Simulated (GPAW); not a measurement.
# InAs: band structure with PBE

**The experiment to reproduce.**

From a printed reference work, data compilation, for a bulk crystal of InAs at 4.2 K: band gap 0.418 eV (direct).

InAs:

```
CELL_PARAMETERS angstrom
0.00000 3.01800 3.01800
3.01800 0.00000 3.01800
3.01800 3.01800 0.00000
ATOMIC_POSITIONS crystal
In 0.00000 0.00000 0.00000
As 0.75000 0.75000 0.75000
```

- Program: GPAW 26.7.0
- Task: band structure
- Functional: PBE
- Potentials or basis: GPAW PAW data sets (gpaw-data 1.2.1)
- Cutoff: 600 eV
- Basis: pw
- k mesh: 8 × 8 × 8
- Occupations: fermi-dirac, width 0.05 eV
- Spin: no spin polarisation
- Maxiter: 150
- Band path: GXWKGLUWLK,UX
- Band points: 80

```yaml
Pressure: 4.0 GPa
Band_gap_along_the_path: none (metal or under the smearing width)
```

Levels at the corners of the path, in eV from the Fermi level:
```csv
point,band 7,band 8,band 9,band 10,band 11,band 12
Γ,-0.21,-0.05,-0.05,-0.05,3.84,3.84
X,-5.91,-2.40,-2.40,1.49,2.02,9.18
W,-5.76,-3.03,-2.95,4.19,4.25,4.96
K,-5.77,-3.35,-2.02,2.07,4.24,7.28
Γ,-0.21,-0.05,-0.05,-0.05,3.84,3.84
L,-5.84,-1.05,-1.05,0.92,4.63,4.63
U,-5.77,-3.35,-2.02,2.07,4.24,7.28
W,-5.76,-3.03,-2.95,4.19,4.25,4.96
L,-5.84,-1.05,-1.05,0.92,4.63,4.63
K,-5.77,-3.35,-2.02,2.07,4.24,7.28
U,-5.77,-3.35,-2.02,2.07,4.24,7.28
X,-5.91,-2.40,-2.40,1.49,2.02,9.18
```

It took 49 s on 1 thread of Arm Neoverse V1, with other jobs on the host, peak memory 0.29 GiB.

A measured gap of InAs is 0.418 eV (direct; 4.2 K; a printed reference work, data compilation); the calculated 0.00 eV misses it by -0.42 eV. Spin-orbit coupling on As, In is left out. The value is that of PBE, without temperature or zero-point motion. Semilocal functionals fall short of measured gaps as a rule.

Caveat: spin-orbit coupling is left out, which moves the levels of the heavy elements; this crystal is a semiconductor, whose small gap the functional closes, so the metal is an error of the method.
